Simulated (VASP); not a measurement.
TePb in VASP 6.6.1, relaxation

INCAR

```
LCHARG = .FALSE.
GGA = PE
ENCUT = 500
LASPH = .TRUE.
PREC = Accurate
IBRION = 2
EDIFF = 1E-7
NSW = 40
SIGMA = 0.02
LWAVE = .FALSE.
ISIF = 3
EDIFFG = -5E-3
ISYM = 0
NELM = 120
ISMEAR = -1
LREAL = .FALSE.
NBANDS = 17
```

KPOINTS

```
KPOINTS created by Atomic Simulation Environment
0
Monkhorst-Pack
4 4 4
0 0 0
```

POSCAR

```
Pb Te
 1.0000000000000000
     0.0000000000000000    3.2554472279000000    3.2554472279000000
     3.2554472279000000    0.0000000000000000    3.2554472279000000
     3.2554472279000000    3.2554472279000000    0.0000000000000000
 Pb  Te
   1   1
Cartesian
  0.0000000000000000  0.0000000000000000  0.0000000000000000
  1.6277236139500000  1.6277236139500000  1.6277236139500000
```

The recommended PBE PAW datasets give the neutral cell 20 valence electrons.

Command

```
mpirun -np 1 vasp_std
```

Task: How does this run end, and what does it give?

Result: It converged. Results: relaxed cell vector lengths 5.183, 5.183, 5.183 Å; relaxed cell volume 98.47 Å³.

OSZICAR

```
N       E                     dE             d eps       ncg     rms          rms(c)
DAV:   1     0.156912605855E+03    0.15691E+03   -0.89860E+03  4352   0.110E+03
DAV:   2     0.498145683391E+01   -0.15193E+03   -0.14740E+03  4651   0.292E+02
DAV:   3    -0.571138379412E+01   -0.10693E+02   -0.10590E+02  5794   0.856E+01
DAV:   4    -0.600882514433E+01   -0.29744E+00   -0.29731E+00  5356   0.166E+01
DAV:   5    -0.602236672015E+01   -0.13542E-01   -0.13541E-01  6106   0.321E+00    0.819E+00
DAV:   6    -0.591386025164E+01    0.10851E+00   -0.17738E-01  5849   0.290E+00    0.508E+00
DAV:   7    -0.590096448023E+01    0.12896E-01   -0.12561E-01  4958   0.164E+00    0.772E-01
DAV:   8    -0.590007004544E+01    0.89443E-03   -0.16671E-02  4949   0.977E-01    0.387E-01
DAV:   9    -0.590058547057E+01   -0.51543E-03   -0.11700E-03  4868   0.248E-01    0.547E-02
DAV:  10    -0.590062005507E+01   -0.34585E-04   -0.65227E-05  5912   0.589E-02    0.292E-02
...
DAV:  10    -0.714383044365E+01    0.46614E-07   -0.86681E-09  3532   0.573E-04
   4 F= -.71438304E+01 E0= -.71438304E+01  d E =-.124316E+01
       N       E                     dE             d eps       ncg     rms          rms(c)
DAV:   1    -0.714435617725E+01   -0.52569E-03   -0.15311E-02  5564   0.181E+00    0.119E-01
DAV:   2    -0.714392191514E+01    0.43426E-03   -0.82992E-04  5528   0.428E-01    0.438E-02
DAV:   3    -0.714384733805E+01    0.74577E-04   -0.31144E-04  5564   0.238E-01    0.823E-03
DAV:   4    -0.714384906606E+01   -0.17280E-05   -0.57196E-06  4688   0.182E-02    0.691E-03
DAV:   5    -0.714385105662E+01   -0.19906E-05   -0.16765E-06  4664   0.105E-02    0.133E-03
DAV:   6    -0.714385097013E+01    0.86486E-07   -0.17405E-07  4628   0.617E-03
   5 F= -.71438510E+01 E0= -.71438510E+01  d E =-.205265E-04
```

Standard output (part)

```
POSCAR found type information on POSCAR PbTe
 POSCAR found :  2 types and       2 ions
 LDA part: xc-table for (Slater+PW92), standard interpolation
 POSCAR, INCAR and KPOINTS ok, starting setup
 WAVECAR not read
 entering main loop
 curvature:   0.00 expect dE= 0.000E+00 dE for cont linesearch  0.000E+00
 search vector abs. value=  0.445E+01
 bond charge predicted
 trial-energy change:   -1.057168  1 .order   -1.618530   -4.448228    1.211167
 bond charge predicted
 curvature:  -0.24 expect dE=-0.228E-03 dE for cont linesearch -0.228E-03
 ZBRENT: interpolating
 opt :   0.6687  next Energy=    -7.144012 (dE=-0.124E+01)
 bond charge predicted
 curvature:  -0.61 expect dE=-0.261E-04 dE for cont linesearch -0.261E-04
 ZBRENT: accuracy reached
 search vector abs. value=  0.430E-04
 bond charge predicted
 reached required accuracy - stopping structural energy minimisation
```

```csv
ionic step,ΔE (meV/atom),volume (Å³),largest force (eV/Å),pressure (GPa),electronic steps
1,0.0,69.00,0.000,18.20,16
2,-528.6,116.02,0.000,-2.95,13
3,-621.4,97.74,0.000,0.19,13
4,-621.6,98.63,0.000,-0.04,10
5,-621.6,98.47,0.000,0.00,6
```

The shifted mesh misses Γ, so a band edge there is missed. The volume moved far on the plane waves of the start cell, so a restart from CONTCAR is due.

For comparison, a separate PBE relaxation on usual settings, not on those above, ends at 98.63 Å³.
